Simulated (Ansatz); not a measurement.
**What internal relaxation does to the elastic constants of AlO2**

Computed with DFT PBEsol, scalar-relativistic, plane waves, PAW (Ansatz). Settings: 420 eV plane-wave cutoff, Γ-centred 4×12×8 mesh, Gaussian smearing of 0.20 eV. Collinear spin, site moments 0.0, 0.0, 0.0, 0.0, 0.1, 0.1, 0.1, 0.1, 0.8, 0.8, 0.8, 0.8 μB.

Relaxed structure:
```
CELL_PARAMETERS angstrom
9.26441 0.00000 0.00000
0.00000 2.88137 0.00000
0.00000 0.00000 4.78409
ATOMIC_POSITIONS crystal
Al 0.16124 0.25000 0.95470
Al 0.83876 0.75000 0.04530
Al 0.33876 0.75000 0.45470
Al 0.66124 0.25000 0.54530
O 0.77334 0.25000 0.23798
O 0.22666 0.75000 0.76202
O 0.72666 0.75000 0.73798
O 0.27334 0.25000 0.26202
O 0.96510 0.25000 0.84611
O 0.03490 0.75000 0.15389
O 0.53490 0.75000 0.34611
O 0.46510 0.25000 0.65389
```

Without a gap, frequencies and elastic constants depend on the k mesh and the smearing, soft modes and shear constants most. A semilocal functional can close a gap that the real compound has.

Clamped-ion constants (GPa, Voigt order; atoms follow the strain homogeneously):
C11 = 294.6, C12 = 93.8, C13 = 120.4, C22 = 358.7, C23 = 95.4, C33 = 266.3, C44 = 114.7, C55 = 113.9, C66 = 86.9 GPa; the others vanish.

What are the constants once the atoms relax in each strained cell?

## Answers

C11 = 231.8, C12 = 62.9, C13 = 75.9, C22 = 272.7, C23 = 48.2, C33 = 111.5, C44 = 62.4, C55 = 47.7, C66 = 57.0 GPa; the others vanish.
The Voigt shear modulus goes from 103.8 to 62.0 GPa and the Voigt bulk modulus from 171.0 to 110.0 GPa. Relaxation subtracts ΛᵀK⁻¹Λ/V, with Λ the forces that a strain puts on the atoms and K the zone-centre force constants. At a stable cell this can only lower the diagonal constants, and it acts only for strains that share their symmetry with an optical mode; elsewhere, and where the coupling is weak, the constants hardly move.

The bands only touch here, so at this level the crystal is a zero-gap semiconductor or semimetal, not an ordinary metal.

Cost: 2 runs of about 99 core-minutes in all, on Intel Xeon 6975P-C (Granite Rapids), Oxide Virtual Turin-like Processor (Zen 5) (shared hosts).